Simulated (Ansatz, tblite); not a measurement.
# CdS with GFN1-xTB from a Python script

These are simulated results from tblite 0.8.0, not measurements. The cell was built from a prototype and was relaxed with r2SCAN in plane waves (Ansatz 0.2.0). Not every such cell is a known phase. All runs are without spin polarisation.

Space group Fm-3m (No. 225), cubic; a = 5.454 Å in the conventional setting, 20.27 Å³ an atom. Cd is surrounded by 6 S at 2.73 Å; S is surrounded by 6 Cd at 2.73 Å.

tblite solves periodic systems at the zone centre alone, so the script builds a cluster of 2×2×2 conventional cells (64 atoms), which folds in a coarse mesh of k points.

Input script:

```python
import json
from ase import Atoms
from ase.build import make_supercell
from ase.units import Bohr, GPa, Hartree
from tblite.interface import Calculator

atoms = Atoms(['Cd', 'S'],
              cell=[[0.0, 2.72677655, 2.72677655], [2.72677655, 0.0, 2.72677655], [2.72677655, 2.72677655, 0.0]],
              scaled_positions=[[0.0, 0.0, 0.0], [0.5, 0.5, 0.5]],
              pbc=True)
cluster = make_supercell(atoms, [[-2, 2, 2], [2, -2, 2], [2, 2, -2]])
calc = Calculator('GFN1-xTB', cluster.numbers, cluster.positions / Bohr, lattice=cluster.cell[:] / Bohr, periodic=cluster.pbc)
calc.set('temperature', 0.02 / Hartree)
calc.set('max-iter', 150)
res = calc.singlepoint()
levels = res.get('orbital-energies') * Hartree
nv = round(res.get('orbital-occupations').sum() / 2)
cells = len(cluster) // len(atoms)
out = {'energy_per_cell': res.get('energy') * Hartree / cells, 'homo': levels[nv - 1], 'lumo': levels[nv],
       'stress': (-res.get('virial') * Hartree / cluster.get_volume() / GPa).tolist(), 'charges': res.get('charges')[:len(atoms)].tolist(), 'electrons': 2 * nv / cells}
json.dump(out, open('results.json', 'w'))
for key, value in out.items():
    print(key, value)
```

Command: `python run.py`. It took 2.6 s on 1 thread of Arm Neoverse V2, with other jobs on the host, peak memory 0.12 GiB.

Output:

```
------------------------------------------------------------
  cycle        total energy    energy error   density error
------------------------------------------------------------
      1     -137.2767264999  -1.3675170E+02   6.6470424E-01
      2     -102.8970304968   3.4379696E+01   7.6833426E-01
      3     -140.8991723253  -3.8002142E+01   3.9821876E-01
      4     -147.1180180996  -6.2188458E+00   1.3509652E-01
      5     -147.5293651988  -4.1134710E-01   7.6128810E-02
      6     -147.5620045994  -3.2639401E-02   7.0450415E-02
      7     -147.7403263220  -1.7832172E-01   2.6983909E-02
      8     -147.7482264660  -7.9001441E-03   1.8964097E-02
      9     -147.7581061022  -9.8796362E-03   8.8673023E-04
     10     -147.7580540533   5.2048896E-05   1.6277172E-03
     11     -147.7580449132   9.1401093E-06   1.5515182E-03
     12     -147.7581279522  -8.3038997E-05   7.2313469E-05
     13     -147.7581281590  -2.0677430E-07   3.2274996E-06
------------------------------------------------------------

 total:                                   2.076 sec
energy_per_cell -125.64698323661614
homo -11.444525336666434
lumo -11.444525336346825
stress [[5.216399333996222, 6.780761194872606e-13, -5.688409908390789e-12], [6.780188927159789e-13, 5.216399333740315, -1.3468980840626317e-12], [-5.688435551195273e-12, -1.34687367961722e-12, 5.216399333750587]]
charges [0.14016791587466815, -0.14015591281763243]
electrons 8.0
```

The cycle table is in hartree for the whole cluster, and the lines after it are in eV (the energy for one cell). The printed stress is in GPa and positive in compression, and the pressure is its mean diagonal.

GFN1-xTB gives no gap at the points read. On the same cell, plane-wave PBE (Ansatz, 8×8×8 k points and the special points) gives a gap of 0.26 eV and r2SCAN a gap of 0.75 eV; on shared hosts these took about 1.4 and 3.2 core-seconds on the 2-atom cell, against 2.6 for the script. Semilocal gaps usually lie below measured ones.

The same script was run on cells scaled at fixed shape and fractional coordinates:

```json
{"volume (Å³/atom)": "17.84", "energy (meV/atom)": "177.9", "pressure (GPa, positive in compression)": "19.65", "gap (eV)": "0.00"}
{"volume (Å³/atom)": "19.06", "energy (meV/atom)": "61.9", "pressure (GPa, positive in compression)": "11.27", "gap (eV)": "0.00"}
{"volume (Å³/atom)": "20.27", "energy (meV/atom)": "0.0", "pressure (GPa, positive in compression)": "5.22", "gap (eV)": "0.00"}
{"volume (Å³/atom)": "21.49", "energy (meV/atom)": "-21.7", "pressure (GPa, positive in compression)": "0.71", "gap (eV)": "0.00"}
{"volume (Å³/atom)": "22.71", "energy (meV/atom)": "-13.6", "pressure (GPa, positive in compression)": "-2.65", "gap (eV)": "0.00"}
```

A Birch-Murnaghan fit puts the minimum at 21.72 Å³/atom, 7.1 % above the given cell, with a bulk modulus of 65.9 GPa at fixed shape.

xTB was fitted mostly to molecules, and a small cluster samples few k points, so gaps, pressures and kinks along a curve can be far from a solid's.

The runs are scalar-relativistic, without spin-orbit coupling.
